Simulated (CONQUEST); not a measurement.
PtSe2 (Sudovikovite) under changes of volume

One of the cells (20.265 Å³/atom); the others are scaled copies at fixed shape and fractional positions:

```
Pt Se
1.0
     3.72400    0.00000    0.00000
     0.00000    5.06200    0.00000
     0.00000    0.00000    6.45016
Pt Se
2 4
Direct
  0.00000 0.00000 0.00000
  0.50000 0.00000 0.50000
  0.00000 0.75000 0.33333
  0.50000 0.75000 0.83333
  0.00000 0.25000 0.66667
  0.50000 0.25000 0.16667
```

| Property | Result |
| --- | --- |
| Program | CONQUEST 1.3 |
| Functional | PBE |
| Potentials or basis | PseudoDojo NC PBE, DZ, grid of 36 × 48 × 64 points |
| k mesh | 7 × 5 × 4 |
| Occupations | fermi-dirac, width 0.05 eV |
| Spin | no spin polarisation |

```tsv
volume (Å³/atom)	energy over the lowest point (meV/atom)	pressure (GPa)	largest force (eV/Å)
19.049	?	?	?
19.455	153.58	20.9	2.594
19.860	105.89	16.9	2.224
20.265	67.71	13.5	1.885
20.671	37.60	10.4	1.572
21.076	15.19	7.4	1.282
21.481	0.00	4.7	1.014
```

What does the run at 19.049 Å³/atom give?

Energy over the lowest point 212.30 meV/atom; pressure 25.7 GPa; largest force 2.991 eV/Å.

Worked out: A Birch-Murnaghan fit of order 3 (a polynomial in V^(-2/3)) to the other rows has no minimum within the range. It gives 211.34 meV/atom at 19.049 Å³/atom, against the run's 212.30, and -dE/dV = 24.9 GPa, against 25.7.

Energies are extrapolated to zero smearing.

Caveats: the atomic basis is small; the basis of atomic orbitals isn't converged, which shifts pressures, moduli and gaps; forces of over 1 eV/Å show positions far from the minimum, so gaps and moduli don't describe the material at rest.
